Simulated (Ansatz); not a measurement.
**Response of Se to small distortions**

```xyz
3
Lattice="4.3662 0.0000 0.0000 -2.1831 3.7812 0.0000 0.0000 0.0000 4.9536" Properties=species:S:1:pos:R:3 pbc="T T T"
Se    0.9841    0.0000    1.6512
Se   -0.4921    0.8523    3.3024
Se    1.6910    2.9289    0.0000
```

Atom numbers follow the list: Se1, Se2, Se3.

The cell is COD entry 9012501, as deposited and not checked against the literature; nothing was relaxed.

These are results of DFT, PBEsol, all-electron LAPW, scalar-relativistic (Ansatz 0.2.0), not measurements.

The runs use a Γ-centred 6×6×5 k mesh, Fermi–Dirac smearing of 0.03 eV, basis error target 1 meV/atom, no spin polarisation.

The unchanged cell is at 0.17 GPa.

Semilocal functionals give too small gaps.

x, y and z are the Cartesian axes of the cell as listed; fractional coordinates follow a strain, and an engineering shear is twice the off-diagonal strain component.

With equal xy, yz and zx engineering shear strains of -2 %: energy change +6 meV/atom; stress change (xx, yy, zz, yz, xz, xy) 0.55, -0.35, 0.18, 1.02, 1.50, 0.75 GPa, compression positive; change of the force on Se3 (-0.202, -0.017, -0.382) eV/Å; gap on the k mesh 1.24 → 1.11 eV.

With equal xy, yz and zx engineering shear strains of +1 %: energy change +1 meV/atom; stress change (xx, yy, zz, yz, xz, xy) -0.18, 0.23, 0.04, -0.48, -0.68, -0.34 GPa, compression positive; change of the force on Se3 (0.089, -0.003, 0.179) eV/Å; gap on the k mesh 1.24 → 1.18 eV.

Problem. With this change (equal xy, yz and zx engineering shear strains of +3 %), what becomes of the energy and stress and forces and gap?

Solution. Energy change +11 meV/atom; stress change (xx, yy, zz, yz, xz, xy) -0.39, 0.82, 0.37, -1.40, -1.93, -0.97 GPa, compression positive; change of the force on Se3 (0.243, -0.032, 0.518) eV/Å; gap on the k mesh 1.24 → 0.98 eV.

Problem. With this change (equal xy, yz and zx engineering shear strains of -3 %), what becomes of the energy and stress and forces and gap?

Solution. Energy change +13 meV/atom; stress change (xx, yy, zz, yz, xz, xy) 0.93, -0.46, 0.40, 1.55, 2.32, 1.15 GPa, compression positive; change of the force on Se3 (-0.317, -0.036, -0.587) eV/Å; gap on the k mesh 1.24 → 1.03 eV.

Problem. With this change (equal xy, yz and zx engineering shear strains of -1 %), what becomes of the energy and stress and forces and gap?

Solution. Energy change +1 meV/atom; stress change (xx, yy, zz, yz, xz, xy) 0.24, -0.19, 0.04, 0.50, 0.73, 0.36 GPa, compression positive; change of the force on Se3 (-0.097, -0.005, -0.187) eV/Å; gap on the k mesh 1.24 → 1.19 eV.

Problem. With this change (equal xy, yz and zx engineering shear strains of +2 %), what becomes of the energy and stress and forces and gap?

Solution. Energy change +5 meV/atom; stress change (xx, yy, zz, yz, xz, xy) -0.31, 0.51, 0.17, -0.95, -1.33, -0.67 GPa, compression positive; change of the force on Se3 (0.169, -0.013, 0.351) eV/Å; gap on the k mesh 1.24 → 1.09 eV.
